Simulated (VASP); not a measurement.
# InSe in VASP: a series of runs

The runs below take InSe through relaxation of cell and atoms, with PBE, LDA, PBE+D3(BJ).

Everything below comes from runs of VASP 6.6.1. Logs are shortened: lines on timing, memory, paths and dates and some standing lists are left out, and cuts for length are marked.

**1. The structure**

The cell holds a slab with vacuum, 4 atoms: a = 4.000 Å, b = 4.000 Å, c = 23.358 Å, α = 90.00°, β = 90.00°, γ = 120.00°.

**2. Relaxation of cell and atoms, PBE**

Contents of INCAR:

```
PREC = Accurate
ENCUT = 600
EDIFF = 1E-6
ISMEAR = 0
SIGMA = 0.03
LREAL = F
LASPH = T
NELM = 80
ALGO = Normal
ISIF = 3
LWAVE = F
LCHARG = F
GGA = PE
IBRION = 2
NSW = 90
EDIFFG = -0.01
LATTICE_CONSTRAINTS = .TRUE. .TRUE. .FALSE.
KPAR = 2
```

Contents of KPOINTS:

```
regular mesh
0
Gamma
  9 9 1
```

Contents of POSCAR:

```
InSe
1.0
    4.0000000000      0.0000000000      0.0000000000
   -2.0000000000      3.4641016200      0.0000000000
    0.0000000000      0.0000000000     23.3577120000
Se In
2 2
Direct
    0.0000000000      0.0000000000      0.3853117100
    0.0000000000      0.0000000000      0.6146882900
    0.6666666700      0.3333333300      0.4395483600
    0.6666666700      0.3333333300      0.5603071100
```

Potentials or basis: VASP PAW PBE potentials, release 64 (Se, In_d).

Command:

```console
$ cat potpaw_PBE.64/Se/POTCAR potpaw_PBE.64/In_d/POTCAR > POTCAR
$ mpirun -np 2 vasp_std > vasp.out
```

OUTCAR:

```text
PREC = Accurate
   ENCUT = 600
   EDIFF = 1E-6
   ISMEAR = 0
   LREAL = F
   LASPH = T
   NELM = 80
   ISIF = 3
   GGA = PE
   IBRION = 2
   NSW = 90
   EDIFFG = -0.01

 ion  position               nearest neighbor table
   1  0.000  0.000  0.385-   3 2.63   3 2.63   3 2.63
   2  0.000  0.000  0.615-   4 2.64   4 2.64   4 2.64
   3  0.667  0.333  0.440-   1 2.63   1 2.63   1 2.63   4 2.82
   4  0.667  0.333  0.560-   2 2.64   2 2.64   2 2.64   3 2.82

  LATTYP: Found a hexagonal cell.
 ALAT       =     4.0000000000
 C/A-ratio  =     5.8394280000

  Lattice vectors:

 A1 = (   4.0000000000,   0.0000000000,   0.0000000000)
 A2 = (  -2.0000000000,   3.4641016200,   0.0000000000)
 A3 = (   0.0000000000,   0.0000000000,  23.3577120000)

Analysis of symmetry for initial positions (statically):
=====================================================================
 Subroutine PRICEL returns:
 Original cell was already a primitive cell.

 Routine SETGRP: Setting up the symmetry group for a
 hexagonal supercell.

 Subroutine GETGRP returns: Found  6 space group operations
 (whereof  6 operations were pure point group operations)
 out of a pool of 24 trial point group operations.

The static configuration has the point symmetry C_3v.

Analysis of symmetry for dynamics (positions and initial velocities):
=====================================================================
 Subroutine PRICEL returns:
 Original cell was already a primitive cell.

 Routine SETGRP: Setting up the symmetry group for a
 hexagonal supercell.

 Subroutine GETGRP returns: Found  6 space group operations
 (whereof  6 operations were pure point group operations)
 out of a pool of 24 trial point group operations.

The dynamic configuration has the point symmetry C_3v.

 Subroutine INISYM returns: Found  6 space group operations
 (whereof  6 operations are pure point group operations),
 and found     1 'primitive' translations

----------------------------------------------------------------------------------------

                                     Primitive cell

  volume of cell :     323.6540

  direct lattice vectors                    reciprocal lattice vectors
     4.000000000  0.000000000  0.000000000     0.250000000  0.144337567  0.000000000
    -2.000000000  3.464101620  0.000000000     0.000000000  0.288675134  0.000000000
     0.000000000  0.000000000 23.357712000     0.000000000  0.000000000  0.042812412

  length of vectors
     4.000000000  4.000000004 23.357712000     0.288675134  0.288675134  0.042812412

  position of ions in fractional coordinates (direct lattice)
     0.000000000  0.000000000  0.385311710
     0.000000000  0.000000000  0.614688290
     0.666666670  0.333333330  0.439548360
     0.666666670  0.333333330  0.560307110

  ion indices of the primitive-cell ions
   primitive index   ion index
                 1           1
                 2           2
                 3           3
                 4           4

----------------------------------------------------------------------------------------

 KPOINTS: regular mesh

Automatic generation of k-mesh.
 Grid dimensions read from file:
 generate k-points for:    9    9    1

 Generating k-lattice:

  Cartesian coordinates                     Fractional coordinates (reciprocal lattice)
     0.027777778  0.016037507  0.000000000     0.111111111  0.000000000  0.000000000
     0.000000000  0.032075015  0.000000000     0.000000000  0.111111111  0.000000000
     0.000000000  0.000000000  0.042812412     0.000000000  0.000000000  1.000000000

  Length of vectors
     0.032075015  0.032075015  0.042812412

  Shift w.r.t. Gamma in fractional coordinates (k-lattice)
     0.000000000  0.000000000  0.000000000

 Subroutine IBZKPT returns following result:
 ===========================================

 Found     12 irreducible k-points:

 Following reciprocal coordinates:
            Coordinates               Weight
  0.000000  0.000000  0.000000      1.000000
  0.111111 -0.000000  0.000000      6.000000
  0.222222 -0.000000  0.000000      6.000000
  0.333333 -0.000000  0.000000      6.000000
  0.444444 -0.000000  0.000000      6.000000
  0.111111  0.111111  0.000000      6.000000
  0.222222  0.111111  0.000000     12.000000
  0.333333  0.111111  0.000000     12.000000
  0.444444  0.111111  0.000000      6.000000
  0.222222  0.222222  0.000000      6.000000
  0.333333  0.222222  0.000000     12.000000
  0.333333  0.333333  0.000000      2.000000
   k-points           NKPTS =     12   k-points in BZ     NKDIM =     12   number of bands    NBANDS=     23
   number of dos      NEDOS =    301   number of ions     NIONS =      4
   total plane-waves  NPLWV = 196608
   dimension x,y,z NGX =    32 NGY =   32 NGZ =  192
   dimension x,y,z NGXF=    64 NGYF=   64 NGZF=  384
   ions per type =               2   2
   NGX,Y,Z   is equivalent  to a cutoff of  13.30, 13.30, 13.67 a.u.
   NGXF,Y,Z  is equivalent  to a cutoff of  26.60, 26.60, 27.33 a.u.
 SYSTEM =  unknown system
   PREC   = accura    normal or accurate (medium, high low for compatibility)
   ISTART =      0    job   : 0-new  1-cont  2-samecut
   ICHARG =      2    charge: 1-file 2-atom 10-const
   ISPIN  =      1    spin polarized calculation?
   LNONCOLLINEAR =      F non collinear calculations
   LSORBIT =      F    spin-orbit coupling
   LASPH  =      T    aspherical Exc in radial PAW
   ENCUT  =  600.0 eV  44.10 Ry    6.64 a.u.   7.99  7.99 46.65*2*pi/ulx,y,z
   NELM   =     80;   NELMIN=  2; NELMDL= -5     # of ELM steps
   EDIFF  = 0.1E-05   stopping-criterion for ELM
   LREAL  =      F    real-space projection
   EDIFFG = -.1E-01   stopping-criterion for IOM
   NSW    =     90    number of steps for IOM
   IBRION =      2    ionic relax: 0-MD 1-quasi-New 2-CG
   NFREE  =      1    steps in history (QN), initial steepest desc. (CG)
   ISIF   =      3    stress and relaxation
   ISYM   =      2    0-nonsym 1-usesym 2-fastsym
   POTIM  = 0.5000    time-step for ionic-motion
   TEBEG  =    0.0;   TEEND  =   0.0 temperature during run
   PSTRESS=    0.0 pullay stress
   NELECT =      38.0000    total number of electrons
   NUPDOWN=      -1.0000    fix difference up-down
   EMIN   =  10.00;   EMAX   =-10.00  energy-range for DOS
   EFERMI =   0.00;   METHOD = LEGACY
   ISMEAR =     0;   SIGMA  =   0.03  broadening in eV -4-tet -1-fermi 0-gaus
   EFERMI_NEDOS =   21; number of points for ismear=-14 and -15
   IALGO  =     38    algorithm
   IMIX   =      4    mixing-type and parameters
     AMIX     =   0.40;   BMIX     =  1.00
     AMIX_MAG =   1.60;   BMIX_MAG =  1.00
  volume/ion in A,a.u.               =      80.91       546.03
  Fermi-wavevector in a.u.,A,eV,Ry     =   0.801633  1.514867  8.743320  0.642616
  Thomas-Fermi vector in A             =   1.909157
   LORBIT       =      0    0 simple, 1 ext, 2 COOP (PROOUT), +10 PAW based schemes
   GGA     = PE    functional components
   LHFCALC =     F    Hartree Fock is set to
   AEXX    =    0.0000 exact exchange contribution
   IVDW    =     0    specifies the selected vdW correction
   LEPSILON=     F    determine dielectric tensor
   LRPA    =     F    only Hartree local field effects (RPA)
 conjugate gradient relaxation of ions
 non-spin polarized calculation
 Gauss-broadening in eV      SIGMA  =   0.03
  energy-cutoff  :      600.00
  volume of cell :      323.65
 maximum number of plane-waves:     10842
 NGX is ok and might be reduce to    32
   NGX = 15   NGY = 15   NGZ = 93

--------------------------------------- Ionic step        1  -------------------------------------------

 number of electron      38.0000004 magnetization

 Free energy of the ion-electron system (eV)
  ---------------------------------------------------
  ext. energy  EPLUGINS =         0.00000000
  ---------------------------------------------------
  free energy    TOTEN  =       -14.17188875 eV

  energy without entropy =      -14.17188875  energy(sigma->0) =      -14.17188875

------------------------ aborting loop because EDIFF is reached ----------------------------------------

  FORCE on cell =-STRESS in cart. coord.  units (eV):
  Direction    XX          YY          ZZ          XY          YZ          ZX
  --------------------------------------------------------------------------------------
  -------------------------------------------------------------------------------------
  Total        2.0695731      2.0695731      0.9538215      0.0000000      0.0000000      0.0000000
  in kB       10.2449639     10.2449639      4.7216822      0.0000000      0.0000000      0.0000000
  external PRESSURE =       8.4038700 kB  Pullay stress =       0.0000000 kB

 VOLUME and BASIS-vectors are now :
 -----------------------------------------------------------------------------
  energy-cutoff  :      600.00
  volume of cell :      323.65
      direct lattice vectors                 reciprocal lattice vectors
     4.000000000  0.000000000  0.000000000     0.250000000  0.144337567  0.000000000
    -2.000000000  3.464101620  0.000000000     0.000000000  0.288675134  0.000000000
     0.000000000  0.000000000 23.357712000     0.000000000  0.000000000  0.042812412
[... 153 lines left out ...]
 POSITION                                       TOTAL-FORCE (eV/Angst)
 -----------------------------------------------------------------------------------
     -0.00000      0.00000      8.98966         0.000000     -0.000000     -0.008681
     -0.00000      0.00000     14.36607         0.000000     -0.000000      0.012307
      2.04316      1.17962     10.26409         0.000000     -0.000000      0.021708
      2.04316      1.17962     13.09223        -0.000000      0.000000     -0.025335
 -----------------------------------------------------------------------------------
    total drift:                               -0.000017      0.000010     -0.000041

  FREE ENERGIE OF THE ION-ELECTRON SYSTEM (eV)
  ---------------------------------------------------
  free  energy   TOTEN  =       -14.2168146458 eV

  energy  without entropy=      -14.2168146458  energy(sigma->0) =      -14.21681465

--------------------------------------- Ionic step        6  -------------------------------------------

 number of electron      37.9999999 magnetization

 Free energy of the ion-electron system (eV)
  ---------------------------------------------------
  ext. energy  EPLUGINS =         0.00000000
  ---------------------------------------------------
  free energy    TOTEN  =       -14.21687148 eV

  energy without entropy =      -14.21687148  energy(sigma->0) =      -14.21687148

 E-fermi :  -2.5432     XC(G=0):  -3.5558

 val. band max:       -2.7021946836   @ k =   0.1111  -0.0000   0.0000
 cond. band min:      -1.3038609045   @ k =   0.0000   0.0000   0.0000
 fundamental gap:      1.3983337790
 Fermi energy:        -2.5431997285

 k-point     1 :       0.0000    0.0000    0.0000
  band No.  band energies     occupation
      1     -16.7446      2.00000
      2     -16.5744      2.00000
      3     -16.5744      2.00000
      4     -16.4995      2.00000
      5     -16.4995      2.00000
      6     -16.4911      2.00000
[... 15 lines left out ...]
     22       2.1782      0.00000
     23       2.1782      0.00000
[... 306 lines left out ...]
 POSITION                                       TOTAL-FORCE (eV/Angst)
 -----------------------------------------------------------------------------------
     -0.00000      0.00000      8.98944        -0.000000      0.000000     -0.004851
     -0.00000      0.00000     14.36643        -0.000000      0.000000      0.006745
      2.04210      1.17901     10.26573        -0.000000     -0.000000      0.001947
      2.04210      1.17901     13.09045         0.000000     -0.000000     -0.003840
 -----------------------------------------------------------------------------------
    total drift:                               -0.000017      0.000010     -0.000004

  FREE ENERGIE OF THE ION-ELECTRON SYSTEM (eV)
  ---------------------------------------------------
  free  energy   TOTEN  =       -14.2168714772 eV

  energy  without entropy=      -14.2168714772  energy(sigma->0) =      -14.21687148

 reached required accuracy - stopping structural energy minimisation
```

Run time: 5.1 min. Hardware: 2 MPI ranks of Intel Xeon Platinum 8488C (Sapphire Rapids), shared host; peak memory 0.55 GiB.

Results:

* Free energy: -14.2169 eV
* Relaxed volume: 84.36 Å³/atom
* Relaxed cell: a = 4.084 Å, b = 4.084 Å, c = 23.358 Å, α = 90.00°, β = 90.00°, γ = 120.00°
* Space group after relaxing (to 0.05 Å): P-6m2 (No. 187)
* Energy gained by relaxing: 11.2 meV/atom
* Ionic steps: 6
* Largest force after relaxing: 0.007 eV/Å
* Band gap on the k mesh: 1.40 eV, indirect (least direct gap 1.46 eV)

Forces in eV/Å, atoms in the order of the input:
```
Se   0.000  0.000 -0.005
Se   0.000  0.000  0.007
In   0.000  0.000  0.002
In   0.000  0.000 -0.004
```

Step by step:
```tsv
step	energy change (eV)	largest force (eV/Å)	pressure (GPa)	volume (Å³)
1	0.0000	0.3797	0.84	323.65
2	-0.0332	0.3969	-0.22	340.01
3	-0.0422	0.1661	0.09	334.63
4	-0.0443	0.0786	0.05	336.03
5	-0.0449	0.0253	0.00	337.77
6	-0.0450	0.0067	0.00	337.42
```

Final structure:
```
Se In
1.0
     4.08420    0.00000    0.00000
    -2.04210    3.53702    0.00000
     0.00000    0.00000   23.35771
Se In
2 2
Direct
  0.00000 0.00000 0.38486
  0.00000 0.00000 0.61506
  0.66667 0.33333 0.43950
  0.66667 0.33333 0.56043
```

Caveat: spin-orbit coupling is left out, which moves the levels of the heavy elements. Zero-point motion and thermal expansion aren't in these numbers.

**3. Relaxation of cell and atoms, PBE**

This run uses another cell than the first one, of 84.36 Å³/atom, 1.043 times its volume.

INCAR: that of step 2 with these lines changed.

```diff
@@ -2,3 +2,3 @@
 ENCUT = 600
-EDIFF = 1E-6
+EDIFF = 1E-7
 ISMEAR = 0
@@ -15,3 +15,3 @@
 NSW = 90
-EDIFFG = -0.01
+EDIFFG = -0.005
 LATTICE_CONSTRAINTS = .TRUE. .TRUE. .FALSE.
```

KPOINTS is that of step 2.

Contents of POSCAR:

```
InSe                                    
1.0
    4.0842046190      0.0000000000      0.0000000000
   -2.0421023095      3.5370249595      0.0000000000
    0.0000000000      0.0000000000     23.3577120000
  Se              In            
     2     2
Direct
     0.0000000000000000    0.0000000000000000    0.3848595202258676
     0.0000000000000000    0.0000000000000000    0.6150615361950953
     0.6666666699999979    0.3333333300000021    0.4395006152988810
     0.6666666699999979    0.3333333300000021    0.5604337982801559
```

Potentials or basis: VASP PAW PBE potentials, release 64 (Se, In_d).

Command:

```console
$ cat potpaw_PBE.64/Se/POTCAR potpaw_PBE.64/In_d/POTCAR > POTCAR
$ mpirun -np 2 vasp_std > vasp.out
```

Run time: 2.5 min. Hardware: 2 MPI ranks of Intel Xeon Platinum 8488C (Sapphire Rapids), shared host; peak memory 0.63 GiB.

Results (log left out):

```yaml
Free_energy: -14.2173 eV
Relaxed_volume: 84.38 Å³/atom
Relaxed_cell: a = 4.085 Å, b = 4.085 Å, c = 23.358 Å, α = 90.00°, β = 90.00°, γ = 120.00°
Space_group_after_relaxing_to_0.05_Å: P-6m2 (No. 187)
Energy_gained_by_relaxing: 0.0 meV/atom
Ionic_steps: 2
Band_gap_on_the_k_mesh: 1.40 eV, indirect (least direct gap 1.46 eV)
```

Forces on the atoms (eV/Å):
```
Se   0.000  0.000 -0.001
Se   0.000  0.000  0.001
In   0.000  0.000 -0.003
In   0.000  0.000  0.002
```

Final structure:
```xyz
4
Lattice="4.0847 0.0000 0.0000 -2.0424 3.5375 0.0000 0.0000 0.0000 23.3577" Properties=species:S:1:pos:R:3 pbc="T T T"
Se    0.0000    0.0000    8.9892
Se    0.0000    0.0000   14.3668
In    2.0424    1.1792   10.2659
In    2.0424    1.1792   13.0902
```

Levels at points of the mesh, in eV from the valence-band top:
| k point | band 17 | band 18 | band 19 | band 20 | band 21 | band 22 |
| --- | --- | --- | --- | --- | --- | --- |
| (0.00, 0.00, 0.00) | -0.51 | -0.51 | -0.06 | 1.40 | 2.62 | 4.88 |

Caveat: spin-orbit coupling is left out, which moves the levels of the heavy elements.

**4. Relaxation of cell and atoms, LDA**

Contents of INCAR:

```
  PREC = Accurate
  ENCUT = 600
  EDIFF = 1E-6
  ISMEAR = 0
  SIGMA = 0.03
  LREAL = F
  LASPH = T
  NELM = 80
  ALGO = Normal
  ISIF = 3
  LWAVE = F
  LCHARG = F
  IBRION = 2
  NSW = 90
  EDIFFG = -0.01
  LATTICE_CONSTRAINTS = .TRUE. .TRUE. .FALSE.
  KPAR = 2
```

Contents of KPOINTS:

```
Automatic mesh
0
Gamma
  9 9 1
```

Contents of POSCAR:

```
InSe
1.0
    4.0000000000      0.0000000000      0.0000000000
   -2.0000000000      3.4641016200      0.0000000000
    0.0000000000      0.0000000000     23.3577120000
Se In
2 2
Direct
    0.0000000000      0.0000000000      0.3853117100
    0.0000000000      0.0000000000      0.6146882900
    0.6666666700      0.3333333300      0.4395483600
    0.6666666700      0.3333333300      0.5603071100
```

Potentials or basis: VASP PAW LDA potentials, release 64 (Se, In_d).

Command:

```console
$ cat potpaw_LDA.64/Se/POTCAR potpaw_LDA.64/In_d/POTCAR > POTCAR
$ mpirun -np 2 vasp_std > vasp.out
```

Wall time 7.1 min (2 MPI ranks of Intel Xeon Platinum 8488C (Sapphire Rapids), shared host); peak memory 0.43 GiB.

Results (log left out):

```
Free energy                            : -16.5310 eV
Relaxed volume                         : 79.08 Å³/atom
Relaxed cell                           : a = 3.954 Å, b = 3.954 Å, c = 23.358 Å, α = 90.00°, β = 90.00°, γ = 120.00°
Space group after relaxing (to 0.05 Å) : P-6m2 (No. 187)
Energy gained by relaxing              : 6.4 meV/atom
Ionic steps                            : 12
Band gap on the k mesh                 : 1.68 eV, indirect (least direct gap 1.77 eV)
```

Forces on the atoms (eV/Å):
```
Se   0.000  0.000  0.000
Se   0.000  0.000  0.001
In   0.000  0.000  0.002
In   0.000  0.000 -0.003
```

The path:
```
step  energy change (eV)  largest force (eV/Å)  pressure (GPa)  volume (Å³)
   1              0.0000                0.2692           -0.54       323.65
   2             -0.0176                0.2934           -0.11       316.39
   3             -0.0183                0.2999            0.00       314.59
   4             -0.0237                0.0843           -0.04       314.18
   5             -0.0238                0.0737           -0.04       314.22
   6             -0.0243                0.0652           -0.05       314.77
   7             -0.0253                0.0465           -0.07       316.44
   8             -0.0253                0.0414           -0.08       316.98
   9             -0.0256                0.0367           -0.01       316.47
  10             -0.0256                0.0332           -0.01       316.53
  11             -0.0256                0.0122            0.00       316.40
  12             -0.0257                0.0028            0.00       316.33
```

Final structure:
```cif
data_structure
_symmetry_space_group_name_H-M 'P 1'
_symmetry_Int_Tables_number 1
_cell_length_a 3.9545
_cell_length_b 3.9545
_cell_length_c 23.3577
_cell_angle_alpha 90.000
_cell_angle_beta 90.000
_cell_angle_gamma 120.000
_cell_volume 316.33
loop_
_atom_site_label
_atom_site_type_symbol
_atom_site_fract_x
_atom_site_fract_y
_atom_site_fract_z
_atom_site_occupancy
Se1 Se 0.00000 0.00000 0.38658 1
Se2 Se 0.00000 0.00000 0.61335 1
In1 In 0.66667 0.33333 0.44129 1
In2 In 0.66667 0.33333 0.55864 1
```

Levels at points of the mesh, in eV from the valence-band top:
| k point | band 15 | band 16 | band 17 | band 18 | band 19 | band 20 | band 21 | band 22 | band 23 |
| --- | --- | --- | --- | --- | --- | --- | --- | --- | --- |
| (0.00, 0.00, 0.00) | -0.41 | -0.41 | -0.32 | -0.32 | -0.09 | 1.68 | 2.85 | 5.14 | 5.14 |

Caveat: spin-orbit coupling is left out, which moves the levels of the heavy elements. Zero-point motion and thermal expansion aren't in these numbers.

[end of part 1 of 2]
